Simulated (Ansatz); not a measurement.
## Mn2Sb: computed properties

All numbers below come from Ansatz 0.2.0, DFT PBEsol, scalar-relativistic, plane waves, PAW.

Plane waves to 420 eV, a k mesh through Γ of 10×10×6 on the computed 6-atom cell and Gaussian smearing (0.10 eV); collinear spin from starting moments -1.7 -1.7 3.27 3.27 0 0 μB.

The structure is relaxed at this level of theory with its symmetry kept. Whether it is the stable form of this composition wasn't checked.

```
Mn Sb
1.0
     3.85421    0.00000    0.00000
     0.00000    3.85421    0.00000
     0.00000    0.00000    6.20840
Mn Sb
4 2
Cartesian
  0.0000 0.0000 0.0000
  1.9271 1.9271 0.0000
  1.9271 0.0000 1.6524
  0.0000 1.9271 4.5560
  1.9271 0.0000 4.3514
  0.0000 1.9271 1.8570
```

* Space group: P4/nmm (No. 129)
* Volume per atom: 103.7 bohr³
* Formation energy from the elements' standard states (uncorrected): +0.103 eV/atom
* Kohn–Sham band gap: none (metal)
* Density of states at the Fermi level: 4.81 states/eV per cell
* Löwdin character within 0.5 eV of the Fermi level: Mn 3d 84 %, Sb 5p 9 %
* Bader charges (e): Mn (2 in the cell) 0.06, Mn (2 in the cell) 0.29, Sb (2 in the cell) -0.35
* Total moment: 3.11 μB per cell
* Site moments (μB; atoms counted from 1 over the whole cell): Mn (atom 1) -1.55, Mn (atom 2) -1.55, Mn (atom 3) 2.98, Mn (atom 4) 2.98

Spin-orbit coupling is left out, which matters for the bands of heavy elements.

Only this magnetic start was tried.

Cost: 1 run of about 4.4 core-minutes, on Arm Neoverse V1 (shared hosts).